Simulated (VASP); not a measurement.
A run of VASP 6.6.1 is set up as follows.

File INCAR:

```
SYSTEM = Mg
  ALGO = Fast
  EDIFF = 1E-7
  EDIFFG = -0.01
  ENCUT = 600
  GGA = CA
  IBRION = 2
  ISIF = 4
  ISMEAR = 1
  LASPH = .TRUE.
  LCHARG = .FALSE.
  LREAL = .FALSE.
  LWAVE = .FALSE.
  NELM = 80
  NSW = 40
  PREC = Accurate
  SIGMA = 0.1
```

The input KPOINTS:

```
k-points
0
G
  15 15 7
  0 0 0
```

Contents of POSCAR:

```
Mg                                      
1.0
    3.1452430659      0.0000000000      0.0000000000
   -1.5726215330      2.7238603962      0.0000000000
    0.0000000000      0.0000000000      5.0084053432
  Mg            
     2
Direct
     0.3333333332999970    0.6666666667000030    0.2500000000000000
     0.6666666667000030    0.3333333332999970    0.7500000000000000
```

Potentials or basis: VASP PAW LDA potentials, release 64 (Mg).

Launch:

```bash
$ cat potpaw_LDA.64/Mg/POTCAR > POTCAR
$ mpirun -np 1 vasp_std > vasp.out
```

(1) What does it give for the band gap on the k mesh?

Answers

(1) none (metal or under the smearing width).

Caveat: the relaxation stopped at its first step, so nothing moved.
